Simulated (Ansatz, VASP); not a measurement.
Two plane-wave programs on BeTe

Contents of INCAR:

```
  ALGO = Fast
  EDIFF = 1E-6
  ENCUT = 520
  GGA = PE
  ISIF = 2
  ISMEAR = 0
  LASPH = True
  LCHARG = False
  LREAL = False
  LWAVE = False
  NELM = 60
  PREC = Accurate
  SIGMA = 0.02
```

File KPOINTS:

```
k-points
0
Gamma
  8 8 8
```

File POSCAR:

```
BeTe
1.0
    0.0000000000      2.7700000000      2.7700000000
    2.7700000000      0.0000000000      2.7700000000
    2.7700000000      2.7700000000      0.0000000000
Te Be
1 1
Direct
    0.7500000000      0.7500000000      0.7500000000
    0.0000000000      0.0000000000      0.0000000000
```

input.yaml

```yaml
crystal:
  lattice:
    - [0.0, 2.77, 2.77]
    - [2.77, 0.0, 2.77]
    - [2.77, 2.77, 0.0]
  atoms:
    - { symbol: Te, position: [0.75, 0.75, 0.75] }
    - { symbol: Be, position: [0.0, 0.0, 0.0] }
hamiltonian:
  xc: pbe
  pseudopotentials: { kind: paw }
kpoints:
  mp_grid: { grid: [8, 8, 8] }
scf:
  occupations: { method: gaussian, width: 0.02 }
output:
  forces: true
  stress: true
  eigenvalues: true
  write_density: true
  write_potential: true
  elf: true
  volumetric_format: npy
```

Alike in both runs: task single point; functional PBE; k mesh 8 × 8 × 8; occupations gaussian, width 0.02 eV; no spin polarisation.

|  | VASP | Ansatz |
| --- | --- | --- |
| version | VASP 6.6.1 | Ansatz 0.2.0 |
| potentials or method | VASP PAW PBE potentials, release 64 (Te, Be) | Ansatz PAW |
| plane-wave cutoff (eV) | 520 | 420 |
| valence electrons in the cell | 8 | 18 |

VASP gave:

* gap on the k mesh at the Fermi level (eV): 1.85
* least direct gap on the mesh (eV): 3.56
* pressure (GPa): 4.5

Which values does Ansatz return?

gap on the k mesh at the Fermi level (eV): 1.86; least direct gap on the mesh (eV): 3.59; pressure (GPa): 4.3.

The two sets of potentials don't hold the same shells in valence.

Caveats: spin-orbit coupling is left out, which moves the levels of the heavy elements. A k mesh can miss the band edges.
